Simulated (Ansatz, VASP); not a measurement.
This is a calculation of HfN for Ansatz 0.2.0.

The input input.yaml:

```yaml
crystal:
  lattice:
    - [0.0, 2.454822, 2.454822]
    - [2.454822, 0.0, 2.454822]
    - [2.454822, 2.454822, 0.0]
  atoms:
    - { symbol: Hf, position: [-0.001531, -0.002943, -0.0034] }
    - { symbol: "N", position: [0.263783, 0.242806, 0.239363] }
kpoints:
  mp_grid: { grid: [9, 9, 9] }
scf:
  occupations: { method: fermi_dirac, width: 0.05 }
hamiltonian:
  xc: pbesol
  pseudopotentials: { kind: all_electron, lapw: { basis_error: 0.001 } }
output:
  forces: true
  stress: true
  eigenvalues: true
  populations: true
```

Potentials or basis: all-electron LAPW, scalar-relativistic.

Launch:

```console
$ ansatz run input.yaml --threads 1 --pin off --max-ram 3072MiB --backend cpu --events-out ev --progress --plain --runs-dir out
```

Problem. Set up the same calculation for VASP 6.6.1. Potentials there: VASP PAW PBE potentials, release 64 (Hf_pv, N).

Solution. As run (the cutoff follows the program's own potentials):

INCAR

```
SYSTEM = HfN
PREC = Accurate
ENCUT = 520
EDIFF = 1E-6
ISMEAR = -1
SIGMA = 0.05
LREAL = .FALSE.
LASPH = .TRUE.
NELM = 60
ALGO = Normal
ISIF = 2
LWAVE = .FALSE.
LCHARG = .FALSE.
GGA = PS
NBANDS = 14
```

File KPOINTS:

```
Automatic mesh
0
G
  9 9 9
  0 0 0
```

The input POSCAR:

```
HfN
1.0
    0.0000000000      2.4548220000      2.4548220000
    2.4548220000      0.0000000000      2.4548220000
    2.4548220000      2.4548220000      0.0000000000
Hf N
1 1
Direct
   -0.0015310000     -0.0029430000     -0.0034000000
    0.2637830000      0.2428060000      0.2393630000
```

Potentials or basis: VASP PAW PBE potentials, release 64 (Hf_pv, N).

The run is started by

```sh
$ cat potpaw_PBE.64/Hf_pv/POTCAR potpaw_PBE.64/N/POTCAR > POTCAR
$ mpirun -np 1 vasp_std > vasp.out
```

Both were run:

|  | VASP | Ansatz | Ansatz less VASP |
| --- | --- | --- | --- |
| gap on the k mesh at the Fermi level (eV) | none | none | - |
| pressure (GPa) | -5.7 | -4.8 | +0.89 |
| largest component of the traceless stress (GPa) | 1.58 | 1.59 | +0.002 |
| rms of the force components (eV/Å) | 0.320 | 0.319 | -0.0007 |

Atom by atom the forces differ by 0.001 eV/Å (rms over components). A gap of «none» marks a metal or a gap that the smearing closes. Ansatz ran all-electron here, so the differences hold the error of VASP's frozen core and of both bases.

Caveats: the PAW data sets were made with another functional, which shifts forces and pressure a little (VASP). The runs have no spin-orbit coupling, so splittings on Hf are missing.
